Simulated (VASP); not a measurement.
Crystal: BaS.

```xyz
2
Lattice="0.0000 3.2257 3.2257 3.2257 0.0000 3.2257 3.2257 3.2257 0.0000" Properties=species:S:1:pos:R:3 pbc="T T T"
Ba    0.0000    0.0000    0.0000
S     3.2257    3.2257    3.2257
```

The cell is a database's computed one.

- Program: VASP 6.6.1
- Task: relaxation of cell and atoms
- Functional: PBEsol
- Potentials or basis: VASP PAW PBE potentials, release 64 (Ba_sv, S)
- Cutoff: 300 eV
- k mesh: 8 × 8 × 8
- Occupations: gaussian, width 0.02 eV
- Spin: no spin polarisation

At the start: pressure -1.8 GPa; volume 33.56 Å³/atom.

Problem. Where does the relaxation end?

Solution. Over 3 steps the energy falls by 8.4 meV/atom and the volume is 32.15 Å³/atom (-4.2 %); space group Fm-3m (No. 225, to 0.05 Å).

Step by step:
| step | energy change (eV) | largest force (eV/Å) | pressure (GPa) | volume (Å³) |
| --- | --- | --- | --- | --- |
| 1 | 0.0000 | 0.0000 | -1.83 | 67.13 |
| 2 | -0.0151 | 0.0000 | 0.63 | 63.47 |
| 3 | -0.0167 | 0.0000 | 0.00 | 64.31 |

Final structure:
```
Ba S
1.0
     0.00000    3.17986    3.17986
     3.17986    0.00000    3.17986
     3.17986    3.17986    0.00000
Ba S
1 1
Cartesian
  0.0000 0.0000 0.0000
  3.1799 3.1799 3.1799
```

Caveat: the cutoff is under 1.25 times the usual one of these potentials, so pressure, stress and relaxed cells hold a basis-set (Pulay) error; the PAW data sets were made with another functional, which shifts forces and pressure a little.
